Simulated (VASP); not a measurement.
Here is a VASP 6.6.1 calculation.

File POSCAR:

```
KF
1.0
    0.0000000000      2.6718500000      2.6718500000
    2.6718500000      0.0000000000      2.6718500000
    2.6718500000      2.6718500000      0.0000000000
K F
1 1
Direct
    0.0000000000      0.0000000000      0.0000000000
    0.5000000000      0.5000000000      0.5000000000
```

Contents of INCAR.step1:

```
PREC     = Accurate       # precision mode
ENCUT    = 600            # plane-wave cutoff, eV
ISMEAR   = 0              # smearing method
SIGMA    = 0.02           # smearing width, eV
LREAL    = F              # projectors in reciprocal space
LASPH    = T              # aspherical terms in the spheres
NELM     = 100            # most SCF steps
GGA      = PE             # functional
ALGO     = Normal         # electronic algorithm
EDIFF    = 1E-4           # SCF threshold, eV
LWAVE    = T              # write WAVECAR
LCHARG   = F              # write CHGCAR
```

File INCAR.step2:

```
PREC     = Accurate       # precision mode
ENCUT    = 600            # plane-wave cutoff, eV
EDIFF    = 1E-6           # SCF threshold, eV
ISMEAR   = 0              # smearing method
SIGMA    = 0.02           # smearing width, eV
LREAL    = F              # projectors in reciprocal space
LASPH    = T              # aspherical terms in the spheres
NELM     = 100            # most SCF steps
ALGO     = Normal         # electronic algorithm
ISIF     = 3              # what is computed and relaxed
LWAVE    = F              # write WAVECAR
LCHARG   = F              # write CHGCAR
METAGGA  = R2SCAN         # meta-GGA
LMIXTAU  = T            
IBRION   = 2              # ionic algorithm
NSW      = 100            # ionic steps
EDIFFG   = -0.005         # ionic threshold
ISTART   = 1
```

File KPOINTS:

```
Automatic mesh
0
Gamma
  8 8 8
```

Potentials or basis: VASP PAW PBE potentials, release 64 (K_sv, F).

Command:

```bash
$ cat potpaw_PBE.64/K_sv/POTCAR potpaw_PBE.64/F/POTCAR > POTCAR
$ cp INCAR.step1 INCAR
$ mpirun -np 1 vasp_std > vasp.out
$ cp INCAR.step2 INCAR
$ mpirun -np 1 vasp_std > vasp.out
```

(1) Estimate the relaxed cell.

(2) What does it give for the band gap on the k mesh?

(3) What does it give for the relaxed volume?

(4) Estimate the space group after relaxing (to 0.05 Å).

Answers

(1) a = 3.760 Å, b = 3.760 Å, c = 3.760 Å, α = 60.00°, β = 60.00°, γ = 60.00°.

(2) 6.91 eV, direct.

(3) 18.79 Å³/atom.

(4) Fm-3m (No. 225).

Caveat: the PAW data sets were made with another functional, which shifts forces and pressure a little.
